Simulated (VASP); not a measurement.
# GaAs (F-43m) in VASP: single point with PBE

Aim: the single point of GaAs with PBE.

All numbers are computed with VASP 6.6.1; they aren't measurements. Logs are shortened: lines on timing, memory, paths and dates and some standing lists are left out, and cuts for length are marked.

**What was measured.**

From “Evidence of valence band perturbations in GaAsN/GaAs(001): A combined variable-angle spectroscopic ellipsometry and modulated photoreflectance investigation”, 2008, arxiv:0805.2212, for a bulk crystal of GaAs at 300 K: band gap 1.418 ± 0.005 eV (direct).

How close the calculation comes is told below.

**1. The crystal as given**

The structure is cubic, space group F-43m (No. 216). Conventional cell: a = 5.750 Å, b = 5.750 Å, c = 5.750 Å, α = 90.00°, β = 90.00°, γ = 90.00°. Around Ga (site symmetry -43m) lie 4 As at 2.49 Å. Around As (site symmetry -43m) lie 4 Ga at 2.49 Å.

The cell is a database's computed one.

**2. Single point, PBE**

File INCAR:

```
SYSTEM = GaAs
PREC = Accurate ; ENCUT = 520
EDIFF = 1E-7 ; ISMEAR = 0
SIGMA = 0.1 ; LREAL = .False.
LASPH = .True. ; NELM = 100
ALGO = Normal ; ISIF = 2
LWAVE = .False. ; LCHARG = .False.
GGA = PE ; NBANDS = 16
```

File KPOINTS:

```
Automatic mesh
0
Gamma
  6 6 6
  0 0 0
```

File POSCAR:

```
GaAs
1.0
    0.0000000000      2.8750910000      2.8750910000
    2.8750910000      0.0000000000      2.8750910000
    2.8750910000      2.8750910000      0.0000000000
Ga As
1 1
Direct
    0.0000000000      0.0000000000      0.0000000000
    0.2500000000      0.2500000000      0.2500000000
```

Potentials or basis: VASP PAW PBE potentials, release 64 (Ga_d, As).

Run with:

```sh
cat potpaw_PBE.64/Ga_d/POTCAR potpaw_PBE.64/As/POTCAR > POTCAR
mpirun -np 1 vasp_std > vasp.out
```

OUTCAR:

```text
SYSTEM = GaAs
   PREC = Accurate
   ENCUT = 520
   EDIFF = 1E-7
   ISMEAR = 0
   LREAL = .False.
   LASPH = .True.
   NELM = 100
   ISIF = 2
   GGA = PE

 ion  position               nearest neighbor table
   1  0.000  0.000  0.000-   2 2.49   2 2.49   2 2.49   2 2.49
   2  0.250  0.250  0.250-   1 2.49   1 2.49   1 2.49   1 2.49

  LATTYP: Found a face centered cubic cell.
 ALAT       =     5.7501820000

  Lattice vectors:

 A1 = (   0.0000000000,   2.8750910000,   2.8750910000)
 A2 = (   2.8750910000,   0.0000000000,   2.8750910000)
 A3 = (   2.8750910000,   2.8750910000,   0.0000000000)

Analysis of symmetry for initial positions (statically):
=====================================================================
 Subroutine PRICEL returns:
 Original cell was already a primitive cell.

 Routine SETGRP: Setting up the symmetry group for a
 face centered cubic supercell.

 Subroutine GETGRP returns: Found 24 space group operations
 (whereof 24 operations were pure point group operations)
 out of a pool of 48 trial point group operations.

The static configuration has the point symmetry T_d .

Analysis of symmetry for dynamics (positions and initial velocities):
=====================================================================
 Subroutine PRICEL returns:
 Original cell was already a primitive cell.

 Routine SETGRP: Setting up the symmetry group for a
 face centered cubic supercell.

 Subroutine GETGRP returns: Found 24 space group operations
 (whereof 24 operations were pure point group operations)
 out of a pool of 48 trial point group operations.

The dynamic configuration has the point symmetry T_d .

 Subroutine INISYM returns: Found 24 space group operations
 (whereof 24 operations are pure point group operations),
 and found     1 'primitive' translations

----------------------------------------------------------------------------------------

                                     Primitive cell

  volume of cell :      47.5319

  direct lattice vectors                    reciprocal lattice vectors
     0.000000000  2.875091000  2.875091000    -0.173907539  0.173907539  0.173907539
     2.875091000  0.000000000  2.875091000     0.173907539 -0.173907539  0.173907539
     2.875091000  2.875091000  0.000000000     0.173907539  0.173907539 -0.173907539

  length of vectors
     4.065992685  4.065992685  4.065992685     0.301216693  0.301216693  0.301216693

  position of ions in fractional coordinates (direct lattice)
     0.000000000  0.000000000  0.000000000
     0.250000000  0.250000000  0.250000000

  ion indices of the primitive-cell ions
   primitive index   ion index
                 1           1
                 2           2

----------------------------------------------------------------------------------------

 KPOINTS: Automatic mesh

Automatic generation of k-mesh.
 Grid dimensions read from file:
 generate k-points for:    6    6    6

 Generating k-lattice:

  Cartesian coordinates                     Fractional coordinates (reciprocal lattice)
    -0.028984590  0.028984590  0.028984590     0.166666667  0.000000000  0.000000000
     0.028984590 -0.028984590  0.028984590     0.000000000  0.166666667  0.000000000
     0.028984590  0.028984590 -0.028984590     0.000000000  0.000000000  0.166666667

  Length of vectors
     0.050202782  0.050202782  0.050202782

  Shift w.r.t. Gamma in fractional coordinates (k-lattice)
     0.000000000  0.000000000  0.000000000

 Subroutine IBZKPT returns following result:
 ===========================================

 Found     16 irreducible k-points:

 Following reciprocal coordinates:
            Coordinates               Weight
  0.000000  0.000000  0.000000      1.000000
  0.166667  0.000000  0.000000      8.000000
  0.333333  0.000000  0.000000      8.000000
  0.500000  0.000000  0.000000      4.000000
  0.166667  0.166667  0.000000      6.000000
  0.333333  0.166667  0.000000     24.000000
[... 8 lines left out ...]
 -0.333333  0.333333  0.166667     24.000000
 -0.333333  0.500000  0.166667     12.000000
   k-points           NKPTS =     16   k-points in BZ     NKDIM =     16   number of bands    NBANDS=     16
   number of dos      NEDOS =    301   number of ions     NIONS =      2
   total plane-waves  NPLWV =  27000
   dimension x,y,z NGX =    30 NGY =   30 NGZ =   30
   dimension x,y,z NGXF=    60 NGYF=   60 NGZF=   60
   ions per type =               1   1
   NGX,Y,Z   is equivalent  to a cutoff of  12.27, 12.27, 12.27 a.u.
   NGXF,Y,Z  is equivalent  to a cutoff of  24.53, 24.53, 24.53 a.u.
 SYSTEM =  GaAs
   PREC   = accura    normal or accurate (medium, high low for compatibility)
   ISTART =      0    job   : 0-new  1-cont  2-samecut
   ICHARG =      2    charge: 1-file 2-atom 10-const
   ISPIN  =      1    spin polarized calculation?
   LNONCOLLINEAR =      F non collinear calculations
   LSORBIT =      F    spin-orbit coupling
   LASPH  =      T    aspherical Exc in radial PAW
   ENCUT  =  520.0 eV  38.22 Ry    6.18 a.u.   7.56  7.56  7.56*2*pi/ulx,y,z
   NELM   =    100;   NELMIN=  2; NELMDL= -5     # of ELM steps
   EDIFF  = 0.1E-06   stopping-criterion for ELM
   LREAL  =      F    real-space projection
   EDIFFG = 0.1E-05   stopping-criterion for IOM
   NSW    =      0    number of steps for IOM
   IBRION =     -1    ionic relax: 0-MD 1-quasi-New 2-CG
   NFREE  =      0    steps in history (QN), initial steepest desc. (CG)
   ISIF   =      2    stress and relaxation
   ISYM   =      2    0-nonsym 1-usesym 2-fastsym
   POTIM  = 0.5000    time-step for ionic-motion
   TEBEG  =    0.0;   TEEND  =   0.0 temperature during run
   PSTRESS=    0.0 pullay stress
   NELECT =      18.0000    total number of electrons
   NUPDOWN=      -1.0000    fix difference up-down
   EMIN   =  10.00;   EMAX   =-10.00  energy-range for DOS
   EFERMI =   0.00;   METHOD = LEGACY
   ISMEAR =     0;   SIGMA  =   0.10  broadening in eV -4-tet -1-fermi 0-gaus
   EFERMI_NEDOS =   21; number of points for ismear=-14 and -15
   IALGO  =     38    algorithm
   IMIX   =      4    mixing-type and parameters
     AMIX     =   0.40;   BMIX     =  1.00
     AMIX_MAG =   1.60;   BMIX_MAG =  1.00
  volume/ion in A,a.u.               =      23.77       160.38
  Fermi-wavevector in a.u.,A,eV,Ry     =   1.184415  2.238221 19.086797  1.402840
  Thomas-Fermi vector in A             =   2.320630
   LORBIT       =      0    0 simple, 1 ext, 2 COOP (PROOUT), +10 PAW based schemes
   GGA     = PE    functional components
   LHFCALC =     F    Hartree Fock is set to
   AEXX    =    0.0000 exact exchange contribution
   IVDW    =     0    specifies the selected vdW correction
   LEPSILON=     F    determine dielectric tensor
   LRPA    =     F    only Hartree local field effects (RPA)
 non-spin polarized calculation
 Gauss-broadening in eV      SIGMA  =   0.10
  energy-cutoff  :      520.00
  volume of cell :       47.53
 maximum number of plane-waves:      1303
   NGX = 15   NGY = 15   NGZ = 15

 number of electron      17.9999988 magnetization

 Free energy of the ion-electron system (eV)
  ---------------------------------------------------
  ext. energy  EPLUGINS =         0.00000000
  ---------------------------------------------------
  free energy    TOTEN  =        -8.25113803 eV

  energy without entropy =       -8.25061699  energy(sigma->0) =       -8.25087751

 E-fermi :   3.5731     XC(G=0):  -9.3567

 val. band max:        3.4766920181   @ k =   0.0000   0.0000   0.0000
 cond. band min:       3.6188663201   @ k =   0.0000   0.0000   0.0000
 fundamental gap:      0.1421743020
 Fermi energy:         3.5731341601

 k-point     1 :       0.0000    0.0000    0.0000
  band No.  band energies     occupation
      1     -11.2582      2.00000
      2     -11.2582      2.00000
      3     -11.2582      2.00000
      4     -11.1910      2.00000
      5     -11.1910      2.00000
      6      -8.8965      2.00000
[... 8 lines left out ...]
     15      13.4683      0.00000
     16      13.4683      0.00000

 k-point     2 :       0.1667    0.0000    0.0000
  band No.  band energies     occupation
      1     -11.2756      2.00000
      2     -11.2532      2.00000
      3     -11.2532      2.00000
      4     -11.1911      2.00000
      5     -11.1911      2.00000
      6      -8.5997      2.00000
[... 8 lines left out ...]
     15      12.4481      0.00000
     16      12.4481      0.00000

 k-point     3 :       0.3333    0.0000    0.0000
  band No.  band energies     occupation
      1     -11.3073      2.00000
      2     -11.2450      2.00000
      3     -11.2450      2.00000
      4     -11.1895      2.00000
      5     -11.1895      2.00000
      6      -7.8382      2.00000
[... 8 lines left out ...]
     15      13.0160      0.00000
     16      13.0160      0.00000

 k-point     4 :       0.5000    0.0000    0.0000
  band No.  band energies     occupation
      1     -11.3219      2.00000
      2     -11.2419      2.00000
      3     -11.2419      2.00000
      4     -11.1877      2.00000
      5     -11.1877      2.00000
      6      -7.2832      2.00000
[... 8 lines left out ...]
     15      15.0927      0.00000
     16      15.0927      0.00000
[... 172 lines left out ...]
 k-point    14 :       0.5000    0.3333    0.1667
  band No.  band energies     occupation
      1     -11.3278      2.00000
      2     -11.2355      2.00000
      3     -11.2297      2.00000
      4     -11.1993      2.00000
      5     -11.1858      2.00000
      6      -7.2300      2.00000
[... 8 lines left out ...]
     15      14.3220      0.00000
     16      16.2225      0.00000

 k-point    15 :      -0.3333    0.3333    0.1667
  band No.  band energies     occupation
      1     -11.3342      2.00000
      2     -11.2350      2.00000
      3     -11.2255      2.00000
      4     -11.1973      2.00000
      5     -11.1878      2.00000
      6      -6.7809      2.00000
[... 8 lines left out ...]
     15      15.3300      0.00000
     16      15.8449      0.00000

 k-point    16 :      -0.3333    0.5000    0.1667
  band No.  band energies     occupation
      1     -11.3421      2.00000
      2     -11.2284      2.00000
      3     -11.2201      2.00000
      4     -11.2031      2.00000
      5     -11.1848      2.00000
      6      -6.5722      2.00000
[... 8 lines left out ...]
     15      15.3441      0.00000
     16      16.4836      0.00000

------------------------ aborting loop because EDIFF is reached ----------------------------------------

  FORCE on cell =-STRESS in cart. coord.  units (eV):
  Direction    XX          YY          ZZ          XY          YZ          ZX
  --------------------------------------------------------------------------------------
  -------------------------------------------------------------------------------------
  Total        0.0080588      0.0080588      0.0080588      0.0000000      0.0000000      0.0000000
  in kB        0.2716399      0.2716399      0.2716399      0.0000000      0.0000000      0.0000000
  external PRESSURE =       0.2716399 kB  Pullay stress =       0.0000000 kB

 VOLUME and BASIS-vectors are now :
 -----------------------------------------------------------------------------
  energy-cutoff  :      520.00
  volume of cell :       47.53
      direct lattice vectors                 reciprocal lattice vectors
     0.000000000  2.875091000  2.875091000    -0.173907539  0.173907539  0.173907539
     2.875091000  0.000000000  2.875091000     0.173907539 -0.173907539  0.173907539
     2.875091000  2.875091000  0.000000000     0.173907539  0.173907539 -0.173907539

 POSITION                                       TOTAL-FORCE (eV/Angst)
 -----------------------------------------------------------------------------------
      0.00000      0.00000      0.00000         0.000000     -0.000000     -0.000000
      1.43755      1.43755      1.43755        -0.000000      0.000000      0.000000
 -----------------------------------------------------------------------------------
    total drift:                                0.000002      0.000002      0.000002

  FREE ENERGIE OF THE ION-ELECTRON SYSTEM (eV)
  ---------------------------------------------------
  free  energy   TOTEN  =        -8.2511380298 eV

  energy  without entropy=       -8.2506169897  energy(sigma->0) =       -8.25087751
```

Wall time 11 s (1 thread of AMD EPYC 9R14 (Zen 4), shared host); peak memory 0.14 GiB.

What came out:

* Free energy: -8.2511 eV
* Pressure: 0.0 GPa
* Band gap on the k mesh: 0.14 eV, direct

Levels at points of the mesh, in eV from the valence-band top:
```csv
k point,band 5,band 6,band 7,band 8,band 9,band 10,band 11,band 12,band 13,band 14
"(0.00, 0.00, 0.00)",-14.67,-12.37,0.00,0.00,0.00,0.14,3.71,3.71,3.71,7.43
"(0.50, 0.00, 0.00)",-14.66,-10.76,-6.38,-1.07,-1.07,0.86,4.61,4.61,7.69,10.02
"(0.50, 0.50, 0.00)",-14.66,-10.08,-6.59,-2.51,-2.51,1.55,1.67,9.76,9.76,10.53
```

**3. Against experiment**

Step 2. Measured gap of GaAs: 1.418 eV (direct; 300 K; “Evidence of valence band perturbations in GaAsN/GaAs(001): A combined variable-angle spectroscopic ellipsometry and modulated photoreflectance investigation”, 2008, arxiv:0805.2212). This calculation gives 0.14 eV (-1.28 eV). So large a miss can be the level of theory's own, or it may mean another phase, state or a wrong row. 3 values of this kind are on record (1.412 to 1.51 eV); this one was drawn at random among those near their median, those with a stated uncertainty first. Spin-orbit coupling on As, Ga is left out. The value is that of PBE, without temperature or zero-point motion. Semilocal functionals fall short of measured gaps as a rule. The cell is a database's relaxed one, not the measured one, which moves gaps too.
